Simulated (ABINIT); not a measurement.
The system is HfO2.

```
Hf O
1.0
     0.00000    2.55750    2.55750
     2.55750    0.00000    2.55750
     2.55750    2.55750    0.00000
Hf O
1 2
Direct
  0.00000 0.00000 0.00000
  0.75000 0.75000 0.75000
  0.25000 0.25000 0.25000
```

Measurements of this composition are mostly on another form, of space group No. 14.

Program: ABINIT 10.8.3 (patched build). Alike in all runs: potentials or basis JTH PAW PBE v2.0; no spin polarisation; cell as given; cutoff (eV) 626; smearing fermi-dirac 0.05 eV.

Question: Order these runs on this cell by their pressure, lowest first.
A. level BLYP; k mesh 9 × 9 × 9; mesh quality not flagged
B. level revPBE; k mesh 9 × 9 × 9; mesh quality not flagged
C. level PBEsol; k mesh 5 × 5 × 5; mesh quality coarse

Answer: C (-13.1 GPa), B (-2.3 GPa), A (0.7 GPa).

Caveats: some runs use coarse meshes; the PAW data sets were made with another functional, which shifts forces and pressure a little.

Runs at the PBE level aren't shown here.
